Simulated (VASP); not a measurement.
**VASP 6.6.1 run: PbS**

INCAR

```
SIGMA = 0.02
GGA = PE
EDIFF = 1E-7
LWAVE = .FALSE.
ISMEAR = -1
MAGMOM = 3 3
ENCUT = 520
LREAL = .FALSE.
IBRION = -1
NSW = 0
LASPH = .TRUE.
NBANDS = 17
LCHARG = .FALSE.
ISPIN = 2
NELM = 120
PREC = Single
ISIF = 2
```

KPOINTS

```
KPOINTS created by Atomic Simulation Environment
0
Gamma
8 8 8
0 0 0
```

POSCAR

```
Pb S
 1.0000000000000000
     0.0000000000000000    3.0768496564999999    2.9648249019000001
     3.0768496564999999    0.0000000000000000    2.9648249019000001
     3.0768496564999999    3.0768496564999999    0.0000000000000000
 Pb  S
   1   1
Cartesian
  0.0000000000000000  0.0000000000000000  0.0000000000000000
  3.0768496564999999  3.0768496564999999  2.9648249019000001
```

The recommended PBE PAW datasets give the neutral cell 20 valence electrons.

Command

```
mpirun -np 1 vasp_std
```

OSZICAR

```
N       E                     dE             d eps       ncg     rms          rms(c)
DAV:   1     0.161044096910E+03    0.16104E+03   -0.95736E+03  4052   0.122E+03
DAV:   2     0.631706180089E+01   -0.15473E+03   -0.14858E+03  4285   0.311E+02
DAV:   3    -0.579516038895E+01   -0.12112E+02   -0.11954E+02  5166   0.912E+01
DAV:   4    -0.611554431119E+01   -0.32038E+00   -0.32005E+00  5189   0.164E+01
DAV:   5    -0.612718019673E+01   -0.11636E-01   -0.11635E-01  5966   0.304E+00    0.156E+01
DAV:   6    -0.863062014641E+01   -0.25034E+01   -0.23268E+00  5662   0.882E+00    0.558E+00
DAV:   7    -0.874521320627E+01   -0.11459E+00   -0.27529E-01  4549   0.341E+00    0.237E+00
DAV:   8    -0.874438728927E+01    0.82592E-03   -0.21091E-02  4840   0.101E+00    0.121E+00
DAV:   9    -0.874505052450E+01   -0.66324E-03   -0.46424E-03  5381   0.600E-01    0.435E-01
DAV:  10    -0.874415185817E+01    0.89867E-03   -0.12387E-03  4925   0.345E-01    0.153E-01
DAV:  11    -0.874426659349E+01   -0.11474E-03   -0.12782E-04  5235   0.128E-01    0.969E-02
DAV:  12    -0.874439239467E+01   -0.12580E-03   -0.14092E-04  4468   0.721E-02    0.292E-02
DAV:  13    -0.874439978341E+01   -0.73887E-05   -0.12722E-05  5537   0.302E-02    0.747E-03
DAV:  14    -0.874440019850E+01   -0.41509E-06   -0.24070E-06  5199   0.135E-02    0.305E-03
DAV:  15    -0.874440050513E+01   -0.30664E-06   -0.59283E-07  4947   0.555E-03    0.104E-03
DAV:  16    -0.874440057952E+01   -0.74383E-07   -0.10619E-07  4380   0.235E-03
   1 F= -.87444006E+01 E0= -.87444006E+01  d E =-.581358E-08  mag=     0.0000
```

Standard output (part)

```
POSCAR found type information on POSCAR PbS
 POSCAR found :  2 types and       2 ions
 LDA part: xc-table for (Slater+PW92), standard interpolation
 POSCAR, INCAR and KPOINTS ok, starting setup
 WAVECAR not read
 entering main loop
```

It converged. Results: pressure -1.6 GPa; magnetic moment of the cell 0.00 μB.

For comparison, a separate PBE run of the intended cell, on usual settings and not on those above, gives a gap of 0.57 eV on its mesh and a pressure of -1.6 GPa.

The run above took about 68 s on one core of a shared host (Intel Xeon Platinum 8488C) and held 0.19 GiB at most.
